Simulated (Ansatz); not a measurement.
A run of Ansatz 0.2.0 is set up as follows.

The input input.yaml:

```yaml
crystal:
  lattice:
    - [1.5188209023, 0.8768916568, 2.5195772846]
    - [-1.5188209023, 0.8768916568, 2.5195772846]
    - [0.0, -1.7537833136, 2.5195772846]
  atoms:
    - { symbol: Fe, position: [0.0, 0.0, 0.0], spin: 3.0 }
    - { symbol: O, position: [0.5, 0.5, 0.5] }
hamiltonian:
  xc: lda
  pseudopotentials: { kind: paw }
magnetization:
  spin_polarized: true
kpoints:
  mp_grid: { grid: [9, 9, 9] }
  band_path:
    path:
      - [[0.0, 0.0, 0.0], [0.5, 0.0, 0.0], [0.5, 0.2474171719, -0.2474171719]]
      - [[0.7525828281, 0.5, 0.2474171719], [0.5, 0.5, 0.5], [0.0, 0.0, 0.0], [0.373708586, 0.0, -0.373708586]]
      - [[0.626291414, 0.373708586, 0.0], [0.5, 0.5, 0.0], [0.626291414, 0.626291414, 0.2474171719], [0.5, 0.5, 0.5]]
      - [[0.5, 0.0, 0.0], [0.7525828281, 0.373708586, 0.373708586]]
    npoints: 14
scf:
  occupations: { method: fermi_dirac, width: 0.05 }
  n_extra_bands: 6
output:
  forces: true
  stress: true
  eigenvalues: true
  fatbands: true
```

Potentials or basis: Ansatz PAW.

The run is started by

```bash
$ ansatz run input.yaml --threads 2 --pin off --max-ram 5632MiB --backend cpu --events-out ev --progress --plain --runs-dir out
```

Estimate the net moment.

4.00 μB per cell.

Predict the band gap on the k mesh.

none (metal or under the smearing width).

What does it give for the pressure?

-16.5 GPa.

Levels at the corners of the path, in eV from the Fermi level:
Spin up:
```csv
point,band 11,band 12,band 13,band 14,band 15,band 16
Γ,-3.69,-3.44,-3.44,0.06,15.11,16.57
L,-2.32,-0.19,-0.16,3.94,8.35,12.15
B1,-2.66,-2.60,-1.54,7.25,8.77,8.91
B,-2.66,-2.60,-1.54,7.25,8.77,8.91
Z,-2.38,-0.21,-0.21,4.06,8.12,12.55
Γ,-3.69,-3.44,-3.44,0.06,15.11,16.57
X,-2.47,-2.24,-1.50,6.61,8.59,8.60
Q,-2.47,-2.24,-1.50,6.61,8.59,8.60
F,-2.60,-2.59,-2.54,5.11,8.56,10.68
P1,-2.47,-2.26,-1.55,6.59,8.47,8.74
Z,-2.38,-0.21,-0.21,4.06,8.12,12.55
L,-2.32,-0.19,-0.16,3.94,8.35,12.15
P,-2.47,-2.26,-1.55,6.59,8.47,8.74
```
Spin down:
```
point  band 7  band 8  band 9  band 10  band 11  band 12
    Γ   -3.17   -3.17   -0.77    -0.68    -0.68     0.03
    L   -5.22   -5.12    0.39     0.47     0.66     2.68
   B1   -6.02   -5.52   -0.02     0.00     0.79     0.92
    B   -6.02   -5.52   -0.02     0.00     0.79     0.92
    Z   -5.07   -5.07    0.41     0.41     0.61     2.66
    Γ   -3.17   -3.17   -0.77    -0.68    -0.68     0.03
    X   -6.07   -4.88   -0.74     0.60     0.70     1.18
    Q   -6.07   -4.88   -0.74     0.60     0.70     1.18
    F   -4.43   -4.32   -2.09     0.58     0.79     0.80
   P1   -6.08   -4.76   -0.81     0.61     0.72     1.17
    Z   -5.07   -5.07    0.41     0.41     0.61     2.66
    L   -5.22   -5.12    0.39     0.47     0.66     2.68
    P   -6.08   -4.76   -0.81     0.61     0.72     1.17
```

Caveat: the pressure holds a Pulay correction of +0.9 GPa for the finite cutoff; a cell with one magnetic atom can't hold antiferromagnetic order, which such compounds often take; semilocal functionals often make such compounds metallic where correlation or magnetic order opens a gap, which also shifts bond lengths; the PAW data sets come from PBE, with cores solved anew for the run's functional, which leaves a small shift of forces and pressure. With open d or f shells a metallic result of LDA can be an artefact of self-interaction; +U or a hybrid may open a gap.
